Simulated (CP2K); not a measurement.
**Sb under changes of volume**

One of the cells (26.666 Å³/atom); the others are scaled copies at fixed shape and fractional positions:

```xyz
1
Lattice="3.3534 0.0000 0.0000 1.6767 2.9042 0.0000 1.6767 0.9681 2.7381" Properties=species:S:1:pos:R:3 pbc="T T T"
Sb    0.0000    0.0000    0.0000
```

This isn't the form of Sb at room conditions, which is rhombohedral.

| Item | Value |
| --- | --- |
| Program | CP2K 2026.2 |
| Functional | r2SCAN |
| Potentials or basis | POTENTIAL_UZH Sb GTH-SCAN-q5; TZVP-MOLOPT-SCAN-GTH basis |
| Density cutoff | 9184 eV |
| k mesh | 10 × 10 × 10 |
| Occupations | fermi-dirac, width 0.05 eV |
| Spin | no spin polarisation |

```csv
volume (Å³/atom),energy over the lowest point (meV/atom),pressure (GPa)
25.066,?,?
25.599,14.61,3.5
26.133,5.61,2.1
26.666,0.89,0.8
27.199,0.00,-0.3
27.733,2.76,-1.4
28.266,8.90,-2.4
```

Problem. What does the run at 25.066 Å³/atom give?

Solution. Energy over the lowest point 28.65 meV/atom; pressure 5.1 GPa.

Worked out: A Birch-Murnaghan fit of order 3 (a polynomial in V^(-2/3)) to the other rows has its minimum at 27.05 Å³/atom with B0 = V·E''(V) = 56 GPa (rough, since the energies scatter). It gives 28.08 meV/atom at 25.066 Å³/atom, against the run's 28.65, and -dE/dV = 4.8 GPa, against 5.1.

Energies are extrapolated to zero smearing.

Caveats: the basis of atomic orbitals isn't converged, which shifts pressures, moduli and gaps.
